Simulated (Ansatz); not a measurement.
**ZrB2 in Ansatz: convergence with k mesh**

Input of the first run (k mesh 3 × 3 × 2); the others differ in this setting and in those tied to it:

Contents of input.yaml:

```yaml
crystal:
  lattice:
    - [3.17, 0.0, 0.0]
    - [-1.585, 2.74530053, 0.0]
    - [0.0, 0.0, 3.533]
  atoms:
    - { symbol: Zr, position: [0.0, 0.0, 0.0] }
    - { symbol: B, position: [0.6666666667, 0.3333333333, 0.5] }
    - { symbol: B, position: [0.3333333333, 0.6666666667, 0.5] }
hamiltonian:
  xc: hse06
  pseudopotentials: { kind: paw, level: accurate }
kpoints:
  mp_grid: { grid: [3, 3, 2] }
scf:
  occupations: { method: methfessel_paxton, width: 0.1 }
output:
  forces: true
  stress: true
  eigenvalues: true
```

Potentials or basis: Ansatz PAW earlier set.

Launch:

```console
$ ansatz run input.yaml --threads 2 --pin off --max-ram 5632MiB --backend cpu --events-out ev --progress --plain --runs-dir out
```

Hardware: 2 threads of Arm Neoverse V1, on a shared host.

The values tried are 3 × 3 × 2, 4 × 4 × 3, 5 × 5 × 4, 6 × 6 × 4, 7 × 7 × 6, 9 × 9 × 7, 11 × 11 × 9, loosest first. From which on does the pressure stay within 0.1 GPa of the tightest run that finished?

From 7 × 7 × 6 on.

```tsv
k mesh	energy less the tightest run, at zero smearing (meV/atom)	pressure (GPa)	SCF cycles	CPU time (s)	peak memory (GiB)
3 × 3 × 2	-37.28	-3.20	23	12	0.51
4 × 4 × 3	9.13	-2.11	21	22	0.71
5 × 5 × 4	4.96	-2.11	18	44	1.2
6 × 6 × 4	13.20	-2.08	17	62	1.5
7 × 7 × 6	-1.83	-2.27	19	140	3
9 × 9 × 7	0.00	-2.23	18	280	4.8
11 × 11 × 9	timed out after 1500 s	-	-	-	-
```

Not settled before the last step: the energy (to 1 meV/atom). Meshes of other sizes hit other points, so gaps and Fermi surfaces needn't settle smoothly. The tightest run that finished is the yardstick and may itself not be fully converged.

Caveat, for the tightest run too: the PAW data sets come from PBE, with cores solved anew for the run's functional, which leaves a small shift of forces and pressure; the thresholds are loose for stress.
